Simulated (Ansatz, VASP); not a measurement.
## Cross-check of MoS2 between VASP and Ansatz

Wanted: the spread between two codes on one cell, functional and k mesh. Other levels of theory on this material are compared in a session of their own. Valence electrons are named where the data sets of a main pair hold unlike numbers.

Method: plane waves, with VASP 6.6.1 beside it; PBE, RPBE and r2SCAN, in Ansatz 0.2.0.

## Step 1: Set-up

The cell holds 3 atoms: 2 S and 1 Mo. Cell: a = 3.169 Å, b = 3.169 Å, c = 18.130 Å, α = 90.0°, β = 90.0°, γ = 120.0°. It derives from MoS2. As first built, before any earlier steps moved the atoms or strained the cell (in the runner's words): kind sheets cut from a layered crystal; sheets 1. Vacuum lies along c.

## Step 2: Ansatz: single point, PBE

Ansatz runs on its default PAW (the set named soft_2) files.

With cell and atoms fixed, the geometry can't cause a difference; cores, projectors, grids and the points listed under the comparison can.

input.yaml

```yaml
crystal:
  lattice:
    - [3.169, 0.0, 0.0]
    - [-1.5845, 2.744434505, 0.0]
    - [0.0, 0.0, 18.130296]
  atoms:
    - { symbol: S, position: [0.666666667, 0.333333333, 0.586327769] }
    - { symbol: S, position: [0.666666667, 0.333333333, 0.413672231] }
    - { symbol: Mo, position: [0.333333333, 0.666666667, 0.5] }
hamiltonian:
  xc: pbe
  pseudopotentials: { kind: paw }
kpoints:
  mp_grid: { grid: [9, 9, 1] }
scf:
  occupations: { method: gaussian, width: 0.05 }
  n_extra_bands: 4
efield:
  axis: 3
  dipole_correction: true
  ramp_width: 0.04
output:
  forces: true
  eigenvalues: true
```

Run with:

```bash
$ ansatz run input.yaml --threads 2 --pin off --max-ram 4608MiB --backend cpu --events-out ev --progress --plain --runs-dir out
```

Numbers of over 12 decimals in the logs are rounded to 6 here.

Log:

```text
scf.n_extra_bands = 4 over 13 filled bands (N_el = 26.0): the run solves 17 bands
Engine: ansatz 0.2.0, x86_64-unknown-linux-gnu
Pseudopotentials: kind: paw
Pseudopotential: S, paw, valence charge 6, recommended cutoff 420 eV (normal), S.paw.azcp
Pseudopotential: Mo, paw, valence charge 14, recommended cutoff 420 eV (normal), Mo.paw.azcp
Functional definition: PBE
  parameter kappa = 0.804
  parameter beta = 0.066725
  exchange = pbe_x(kappa = kappa, mu = beta*pi^2/3)
  correlation = pbe_c(beta = beta)
Crystal: 3 atoms, lattice volume = 157.681 Å³
Basis set: ecut = 420 eV, 3061 PW (Γ), exchange–correlation on 48×48×250 points (8 copies of the dense FFT grid, shifted against one another)
Bands: 17, of which v1, the nominal top of the filled ones, is band 13 counted from 1 (12 counted from 0)
Symmetry: 6 space group operations
k-points: 12 of 81 (time reversal used)
Non-local potential: S, projectors of the file, l = 0: 2, l = 1: 2, l = 2: 2
Non-local potential: Mo, projectors of the file, l = 0: 3, l = 1: 2, l = 2: 2, l = 3: 1
PAW form: soft (Blöchl's): semilocal exchange-correlation on the pseudo side does not see the compensation charge
PAW one-centre angular grid: S, 110 points (default); XC on 64 Gauss nodes
PAW one-centre angular grid: Mo, 590 points (default); XC on 64 Gauss nodes
Initial density: superposition of atomic densities (neutral atoms: chi_scale 0, normalization atom), corrected by the library's trained network
Initial wavefunctions: pseudopotential atomic-orbital guess
Functional: x = pbe(κ = 0.804, μ = 0.219515), c = pbe(β = 0.066725)
SCF iter   1: F=—  HF=-6762.804743 eV  |F-HF|=—  |Δ(HF+E_count)|=         —  Δρ=3.22e-3  dr2=5.48e-3  ethr=1.77e-3  p=0.000 e·Å  D=3.34e-14 V/Å  ΔV_dip=-0.00 eV  dr2_dipole=2.25e-9  V_vac-E_F(+/−)=5.24/5.25 eV  ⟨swp⟩=9.5  Hψ=1441  notcnv=0
efield: sawtooth ramp at fractional position 0.9800 (placed from the atoms, in the widest stretch of the axis that holds none; the zero of the levels goes with the place), width 0.0400; the density the first Hamiltonian is built on has a dipole p = 0.000 e·Å; the dipole correction subtracts the counter field D = 3.34e-14 V/Å, which shifts the + side's vacuum level by -0.00 eV against the − side's; the planar-averaged density in the ramp window peaks in size at 5.4e-5 e/Å³
preconditioner: auto → none  [insulator: Δε(μ)=1.727 eV  Ē_g=8.063 eV  σ=0.050 eV  W_gap=1.00  n_scr=10 (ndim 8)  ℏωp=12.5 eV  f_vac=0.632  D(μ)=0.00/eV (n_scr^D=0)  ε∞_Penn≈3.4]
SCF iter   2: F=—  HF=-6762.812178 eV  |F-HF|=—  |Δ(HF+E_count)|=   7.43e-3  Δρ=2.11e-3  dr2=9.85e-3  ethr=2.11e-5  p=-0.000 e·Å  D=-3.60e-5 V/Å  ΔV_dip=0.00 eV  dr2_dipole=2.05e-7  V_vac-E_F(+/−)=5.07/5.07 eV  ⟨swp⟩=2.2  Hψ=496  notcnv=0
SCF iter   3: F=—  HF=-6762.813493 eV  |F-HF|=—  |Δ(HF+E_count)|=   1.31e-3  Δρ=1.75e-3  dr2=9.21e-3  ethr=2.11e-5  p=0.000 e·Å  D=1.64e-4 V/Å  ΔV_dip=-0.00 eV  dr2_dipole=1.27e-6  V_vac-E_F(+/−)=5.19/5.19 eV  ⟨swp⟩=2.2  Hψ=347  notcnv=0
SCF iter   4: F=—  HF=-6762.813102 eV  |F-HF|=—  |Δ(HF+E_count)|=   3.90e-4  Δρ=8.66e-4  dr2=5.62e-4  ethr=2.11e-5  p=-0.000 e·Å  D=-1.64e-4 V/Å  ΔV_dip=0.00 eV  dr2_dipole=1.43e-6  V_vac-E_F(+/−)=5.12/5.12 eV  ⟨swp⟩=2.1  Hψ=238  notcnv=0
SCF iter   5: F=—  HF=-6762.813778 eV  |F-HF|=—  |Δ(HF+E_count)|=   6.76e-4  Δρ=1.74e-4  dr2=3.14e-4  ethr=2.16e-6  p=0.001 e·Å  D=1.30e-3 V/Å  ΔV_dip=-0.02 eV  dr2_dipole=9.34e-5  V_vac-E_F(+/−)=5.07/5.09 eV  ⟨swp⟩=2.1  Hψ=291  notcnv=0
SCF iter   6: F=—  HF=-6762.813759 eV  |F-HF|=—  |Δ(HF+E_count)|=   1.93e-5  Δρ=4.56e-5  dr2=2.75e-6  ethr=1.21e-6  p=-0.000 e·Å  D=-3.82e-5 V/Å  ΔV_dip=0.00 eV  dr2_dipole=5.99e-8  V_vac-E_F(+/−)=5.07/5.07 eV  ⟨swp⟩=2.0  Hψ=233  notcnv=0
SCF iter   7: F=—  HF=-6762.813614 eV  |F-HF|=—  |Δ(HF+E_count)|=   1.44e-4  Δρ=1.65e-5  dr2=2.97e-7  ethr=1.06e-8  p=0.000 e·Å  D=5.59e-6 V/Å  ΔV_dip=-0.00 eV  dr2_dipole=1.71e-11  V_vac-E_F(+/−)=5.08/5.08 eV  ⟨swp⟩=3.8  Hψ=456  notcnv=0
SCF iter   8: F=-6762.813615 eV  HF=-6762.813615 eV  |F-HF|=1.44e-7  |Δ(HF+E_count)|=   2.27e-7  Δρ=5.12e-6  dr2=2.41e-8  ethr=3.85e-10  p=-0.000 e·Å  D=-9.90e-7 V/Å  ΔV_dip=0.00 eV  dr2_dipole=2.31e-11  V_vac-E_F(+/−)=5.08/5.08 eV  ⟨swp⟩=7.3  Hψ=1077  notcnv=0
SCF 1 converged in 8 iterations: F = -6762.813615 eV  dr2 = 2.41e-8
  greatest PAW one-centre occupation: 0.998 electrons in one spin orbital (limit 2), on the Mo atom at site 2 (counted from 0), in its partial waves of l = 0
SCF converged after 8 iterations
Free energy (F): -6762.813615 eV
Harris-Foulkes:  -6762.813615 eV  (|F-HF|=1.44e-7)
Internal energy: -6762.813615 eV  (E = F + TS)
E sigma→0 (E₀):  -6762.813615 eV
Fermi energy:    0.414623 eV
Dipole field:    D = -0.000008 V/Å  (p = -0.000007 e·Å, saw-weighted, corrected)
Work function:   Φ+ = 5.0762 eV   Φ− = 5.0761 eV
Levels:          The Fermi level and band energies are counted from a zero that moves with the ramp; work functions are not
--- Per-component energies (eV) ---
  E_band       = -433.178236
  E_kinetic    = 655.577543
  E_local      = -14009.086724  (includes V_loc(G=0)·N_el)
  E_nonlocal   = 199.099723
  E_hartree    = 6639.620067
  E_xc         = -378.291115
  E_vxc        = -404.689521  (∫ρ·V_xc dr)
  E_paw        = -4401.510837  (= ΣΔE_a)
  E_vpaw       = -153.316939  (= ΣTr[D̂ρ^β])
  E_aug_tail   = 0.000042  (compensation charges beyond the density's cutoff)
  E_efield     = 0.000000  (sawtooth field / dipole correction)
  E_vefield    = 0.000000  (∫n·V_field dr)
  E_ewald      = 4531.777686
  E_smearing   = -0.000000  (= −TS)
  E_closure    = 0.000000  (closes the sum)
  Σ components = -6762.813615   (vs F -6762.813615, Δ=0.00e0)
--- Forces (eV/Å), atoms counted from 1 ---
  atom   1  S     -0.00000000    -0.00000000     0.05194792
  atom   2  S      0.00000000    -0.00000000    -0.05195188
  atom   3  Mo    -0.00000000    -0.00000000     0.00001785
  max |Σ_I F_I| component: 1.39e-5 eV/Å
--- Band table (eV; the first three rows and the last of 12) ---
  k-point 0: bands = [... 9 lower, -2.2491, -1.9157, -1.9157, -0.4803, 2.3577, 2.3577, 2.5996, 2.5996]
  k-point 1: bands = [... 9 lower, -2.8391, -2.1957, -1.5316, -0.5758, 2.1493, 2.1669, 2.4014, 2.6619]
  k-point 2: bands = [... 9 lower, -2.7654, -2.3414, -1.6707, -1.0290, 1.7301, 2.0227, 2.3466, 3.2436]
  k-point 11: bands = [... 9 lower, -3.9860, -3.3292, -2.6100, -0.4485, 1.2778, 2.6092, 3.1337, 4.4852]
```

It took 1.6 s on 2 threads of Intel Xeon Platinum 8375C at 2.90GHz (Ice Lake), shared host; peak memory 0.48 GiB.

Reading the cycles: dr2 is the Hartree energy of the density residual (eV), the measure of convergence; HF is the Harris–Foulkes estimate of the energy, which meets the free energy F at convergence.

## Step 3: VASP: single point, PBE

The same cell, functional, mesh and smearing now go to VASP, with its own data sets.

Lines of VASP's logs that name or quote its potential files are left out, and so is its time.

INCAR

```
SYSTEM = MoS2
PREC = Normal
ENCUT = 350
EDIFF = 1E-06
NELM = 120
ISMEAR = 0
SIGMA = 0.05
LREAL = .FALSE.
ALGO = Normal
GGA = PE
NBANDS = 15
LORBIT = 11
LWAVE = .FALSE.
LCHARG = .FALSE.
KPAR = 4
IDIPOL = 3
LDIPOL = .TRUE.
DIPOL = 0.5 0.5 0.5
LVHAR = .TRUE.
LVACPOTAV = .TRUE.
```

POSCAR

```
MoS2
1.0
    3.1690000000      0.0000000000      0.0000000000
   -1.5845000000      2.7444345050      0.0000000000
    0.0000000000      0.0000000000     18.1302960000
S Mo
2 1
Direct
    0.6666666670      0.3333333330      0.5863277690
    0.6666666670      0.3333333330      0.4136722310
    0.3333333330      0.6666666670      0.5000000000
```

KPOINTS

```
Automatic mesh
0
Gamma
9 9 1
0 0 0
```

PAW data sets: S and Mo (PBE family, release 64).

Run with:

```bash
$ mpirun -np 4 vasp_std
```

Log:

```text
[banner, memory and clock lines left out]
running    4 mpi-ranks, on    1 nodes
 distrk:  each k-point on    1 cores,    4 groups
 distr:  one band on    1 cores,    1 groups

 POSCAR found type information on POSCAR S Mo
 POSCAR found :  2 types and       3 ions
 LDA part: xc-table for (Slater+PW92), standard interpolation
 POSCAR, INCAR and KPOINTS ok, starting setup
 FFT: planning ... GRIDC
 FFT: planning ... GRID_SOFT
 FFT: planning ... GRID
 WAVECAR not read
 entering main loop
       N       E                     dE             d eps       ncg     rms          rms(c)
DAV:   1     0.107542015875E+03    0.10754E+03   -0.53170E+03   360   0.669E+02
DAV:   2    -0.131423670042E+02   -0.12068E+03   -0.11497E+03   561   0.167E+02
DAV:   3    -0.231818391573E+02   -0.10039E+02   -0.99241E+01   500   0.576E+01
DAV:   4    -0.233597730825E+02   -0.17793E+00   -0.17733E+00   466   0.922E+00
DAV:   5    -0.233649705229E+02   -0.51974E-02   -0.51909E-02   493   0.149E+00    0.253E+01
DAV:   6    -0.222051313234E+02    0.11598E+01   -0.48557E+00   423   0.166E+01    0.889E+00
DAV:   7    -0.220307743697E+02    0.17436E+00   -0.25761E+00   445   0.141E+01    0.734E+00
DAV:   8    -0.217930658054E+02    0.23771E+00   -0.35600E-01   465   0.540E+00    0.142E+00
DAV:   9    -0.217935985740E+02   -0.53277E-03   -0.60174E-02   493   0.169E+00    0.577E-01
DAV:  10    -0.217900699944E+02    0.35286E-02   -0.93079E-03   493   0.807E-01    0.106E-01
DAV:  11    -0.217898036704E+02    0.26632E-03   -0.86344E-04   479   0.262E-01    0.786E-02
DAV:  12    -0.217896923510E+02    0.11132E-03   -0.16552E-04   486   0.894E-02    0.514E-02
DAV:  13    -0.217896218657E+02    0.70485E-04   -0.38946E-04   479   0.107E-01    0.822E-02
DAV:  14    -0.217897015772E+02   -0.79711E-04   -0.69723E-05   465   0.728E-02    0.291E-02
DAV:  15    -0.217897895463E+02   -0.87969E-04   -0.20018E-05   423   0.268E-02    0.101E-02
DAV:  16    -0.217898230875E+02   -0.33541E-04   -0.90465E-06   437   0.145E-02    0.512E-03
DAV:  17    -0.217898583578E+02   -0.35270E-04   -0.32373E-06   462   0.889E-03    0.772E-03
DAV:  18    -0.217898695986E+02   -0.11241E-04   -0.14455E-06   416   0.563E-03    0.437E-03
DAV:  19    -0.217898964299E+02   -0.26831E-04   -0.13704E-06   387   0.501E-03    0.302E-03
DAV:  20    -0.217899125615E+02   -0.16132E-04   -0.10744E-06   417   0.344E-03    0.176E-03
DAV:  21    -0.217899145901E+02   -0.20286E-05   -0.74170E-08   355   0.157E-03    0.440E-04
DAV:  22    -0.217899164433E+02   -0.18531E-05   -0.96390E-08   320   0.127E-03    0.785E-04
DAV:  23    -0.217899166012E+02   -0.15792E-06   -0.19991E-08   355   0.827E-04
|                                                                             |
|           W    W    AA    RRRRR   N    N  II  N    N   GGGG   !!!           |
|           W    W   A  A   R    R  NN   N  II  NN   N  G    G  !!!           |
|           W    W  A    A  R    R  N N  N  II  N N  N  G       !!!           |
|           W WW W  AAAAAA  RRRRR   N  N N  II  N  N N  G  GGG   !            |
|           WW  WW  A    A  R   R   N   NN  II  N   NN  G    G                |
|           W    W  A    A  R    R  N    N  II  N    N   GGGG   !!!           |
|                                                                             |
|     Did not find any points to average over, which means that no vacuum     |
|     field-free region was found. Please increase the size of  your cell     |
|     in the dimension of the dipole correction to obtain accurate            |
|     workfunction values.                                                    |
|                                                                             |

   1 F= -.21789917E+02 E0= -.21789917E+02  d E =-.347029E-12
```

OUTCAR, selected parts (step 3):

```text
ion  position               nearest neighbor table
   1  0.667  0.333  0.586-   3 2.41   3 2.41   3 2.41
   2  0.667  0.333  0.414-   3 2.41   3 2.41   3 2.41
   3  0.333  0.667  0.500-   1 2.41   2 2.41   1 2.41   2 2.41   1 2.41   2 2.41

  LATTYP: Found a hexagonal cell.
 ALAT       =     3.1690000000
 C/A-ratio  =     5.7211410540

 Subroutine GETGRP returns: Found 12 space group operations
 (whereof 12 operations were pure point group operations)

The static configuration has the point symmetry D_3h.

 Found     12 irreducible k-points:

   k-points           NKPTS =     12   k-points in BZ     NKDIM =     12   number of bands    NBANDS=     15

   dimension x,y,z NGX =    16 NGY =   16 NGZ =   84
   dimension x,y,z NGXF=    32 NGYF=   32 NGZF=  168

   ENCUT  =  350.0 eV  25.72 Ry    5.07 a.u.   4.83  4.83 27.66*2*pi/ulx,y,z

   NELECT =      18.0000    total number of electrons

 k-points in reciprocal lattice and weights: Automatic mesh
   0.00000000  0.00000000  0.00000000       0.012
   0.11111111 -0.00000000  0.00000000       0.074
   0.22222222 -0.00000000  0.00000000       0.074
   0.33333333  0.00000000  0.00000000       0.074
   0.44444444 -0.00000000  0.00000000       0.074
   0.11111111  0.11111111  0.00000000       0.074
   0.22222222  0.11111111  0.00000000       0.148
   0.33333333  0.11111111  0.00000000       0.148
   0.44444444  0.11111111  0.00000000       0.074
   0.22222222  0.22222222  0.00000000       0.074
   0.33333333  0.22222222  0.00000000       0.148
   0.33333333  0.33333333  0.00000000       0.025

 dipolmoment           0.000000      0.000000      0.000000 electrons x Angstroem

 average (electrostatic) potential at core
       1 -93.4526       2 -93.4526       3 -45.5740

 E-fermi :  -1.9381

 k-point     1 :       0.0000    0.0000    0.0000
  band No.  band energies     occupation
    ...
      5      -4.7541      2.00000
      6      -3.9512      2.00000
      7      -3.6292      2.00000
      8      -3.6292      2.00000
      9      -2.2227      2.00000
     10       0.6559      0.00000
     11       0.6560      0.00000
     12       0.8785      0.00000
     13       0.8785      0.00000
     14       3.2086      0.00000
    ...

 k-point     2 :       0.1111   -0.0000    0.0000
  band No.  band energies     occupation
    ...
      5      -4.6345      2.00000
      6      -4.5614      2.00000
      7      -3.9092      2.00000
      8      -3.2440      2.00000
      9      -2.3177      2.00000
     10       0.4279      0.00000
     11       0.4544      0.00000
     12       0.6812      0.00000
     13       0.9510      0.00000
     14       3.5002      0.00000
    ...

 k-point     3 :       0.2222   -0.0000    0.0000
  band No.  band energies     occupation
    ...
      5      -5.5162      2.00000
      6      -4.4810      2.00000
      7      -4.0587      2.00000
      8      -3.3873      2.00000
      9      -2.7657      2.00000
     10       0.0034      0.00000
     11       0.2983      0.00000
     12       0.6220      0.00000
     13       1.5128      0.00000
     14       4.1858      0.00000
    ...

  Total        0.4089140      0.4089140      0.1292201      0.0000000      0.0000000      0.0000000
  in kB        4.1549187      4.1549187      1.3129875      0.0000000      0.0000000      0.0000000
  external PRESSURE =       3.2076083 kB  Pullay stress =       0.0000000 kB

  energy-cutoff  :      350.00
  volume of cell :      157.68
      direct lattice vectors                 reciprocal lattice vectors
     3.169000000  0.000000000  0.000000000     0.315556958  0.182186895  0.000000000
    -1.584500000  2.744434505  0.000000000     0.000000000  0.364373789  0.000000000
     0.000000000  0.000000000 18.130296000     0.000000000  0.000000000  0.055156298

 POSITION                                       TOTAL-FORCE (eV/Angst)
 -----------------------------------------------------------------------------------
      1.58450      0.91481     10.63030         0.000000     -0.000000      0.064190
      1.58450      0.91481      7.50000        -0.000000      0.000000     -0.064190
     -0.00000      1.82962      9.06515         0.000000      0.000000      0.000000
 -----------------------------------------------------------------------------------
    total drift:                               -0.000002      0.000001      0.000000

  FREE ENERGIE OF THE ION-ELECTRON SYSTEM (eV)
  ---------------------------------------------------
  free  energy   TOTEN  =       -21.7899166012 eV

  energy  without entropy=      -21.7899166012  energy(sigma->0) =      -21.78991660

 vacuum level on the upper side and lower side of the slab         3.754         3.754

 total charge
# of ion       s       p       d       tot
------------------------------------------
    1        1.364   2.333   0.000   3.697
    2        1.364   2.333   0.000   3.697
    3        0.419   0.606   4.416   5.441
--------------------------------------------------
tot          3.148   5.272   4.416  12.836

[... 3 further parts left out ...]
```

This run has no spin polarisation, so a moment on Mo, if there is one, isn't seen. The gap is read on the k-mesh alone, so it is an upper bound where the band edges lie off the mesh. LASPH is off, so gradient terms of the non-spherical density inside the spheres are left out; for open d or f shells this can shift gaps and moments. The data set Mo keeps the semicore shell frozen, which is cheaper and a little less accurate.

## Step 4: Side by side

Known differences besides the potentials themselves: the data sets hold 26 valence electrons in Ansatz (on its default PAW (the set named soft_2) files) and 18 in VASP; the cutoff is 420 eV in Ansatz and 350 eV in VASP (PREC = Normal); VASP leaves aspherical gradient terms in its spheres out (LASPH is not set), Ansatz keeps them. Total energies have different zeros and are not compared.

Compared:

| quantity | Ansatz | VASP | difference |
| --- | --- | --- | --- |
| gap on the k mesh (eV) | 1.726 | 1.724 | +0.002 |

Forces (eV/Å; atoms numbered as in POSCAR):

| atom | Ansatz x, y, z | VASP x, y, z |
| --- | --- | --- |
| S1 | 0.000, 0.000, 0.052 | 0.000, 0.000, 0.064 |
| S2 | 0.000, 0.000, -0.052 | 0.000, 0.000, -0.064 |
| Mo3 | 0.000, 0.000, 0.000 | 0.000, 0.000, 0.000 |

The forces differ by 5.8 meV/Å r.m.s., which is 19.1 % of the r.m.s. force of 0.030 eV/Å (both taken over all components). A gap on the mesh is an upper bound, since the band edges may lie between its points. Where the cell holds vacuum, a pressure given here is an average over it and none of the material.

## Step 5: Ansatz: single point, RPBE

A single point takes one fixed geometry, so differences don't come from the geometry; what else differs is listed under the comparison.

input.yaml, as its differences from that of step 2:

```diff
@@ -10,3 +10,3 @@
 hamiltonian:
-  xc: pbe
+  xc: rpbe
   pseudopotentials: { kind: paw }
@@ -24 +24,5 @@
   eigenvalues: true
+  write_density: true
+  write_potential: true
+  elf: true
+  volumetric_format: npy
```

Run with:

```bash
$ ansatz run input.yaml --threads 2 --pin off --max-ram 4608MiB --backend cpu --events-out ev --progress --plain --runs-dir out
```

Log:

```text
[...]
Crystal: 3 atoms, lattice volume = 157.681 Å³
Basis set: ecut = 420 eV, 3061 PW (Γ), exchange–correlation on 48×48×250 points (8 copies of the dense FFT grid, shifted against one another)
Bands: 17, of which v1, the nominal top of the filled ones, is band 13 counted from 1 (12 counted from 0)
Symmetry: 6 space group operations
[...]
k-point 0: bands = [... 9 lower, -2.1566, -1.8343, -1.8343, -0.3923, 2.4424, 2.4424, 2.6809, 2.6809]
  k-point 1: bands = [... 9 lower, -2.7554, -2.1140, -1.4517, -0.4898, 2.2396, 2.2613, 2.4837, 2.7461]
  k-point 2: bands = [... 9 lower, -2.6833, -2.2598, -1.5942, -0.9430, 1.8289, 2.1071, 2.4510, 3.3270]
  k-point 11: bands = [... 9 lower, -3.9181, -3.2403, -2.5418, -0.3565, 1.3680, 2.7212, 3.2203, 4.5817]
[key lines of the parts left out:]
SCF converged after 8 iterations
Free energy (F): -6776.707126 eV
Fermi energy:    0.505737 eV
Dipole field:    D = 0.000013 V/Å  (p = 0.000011 e·Å, saw-weighted, corrected)
Work function:   Φ+ = 4.9812 eV   Φ− = 4.9815 eV
```

It took 1.8 s on 2 threads; peak memory 0.49 GiB; 3.5 s of CPU time.

(Part 1 of 2 ends here.)

[Lines on the potential files, build, host, timing and source positions are cut from VASP's logs without a mark.]

[Logs are printed without paths, hosts, clocks, repeated set-up lines and the standing remarks that a program may print on its own settings, such as how far it seeks lower states.]

[Hosts, paths, dates, database ids (printed as entryN), source tags and the programs' standing remarks are cut or masked in the printed files.]
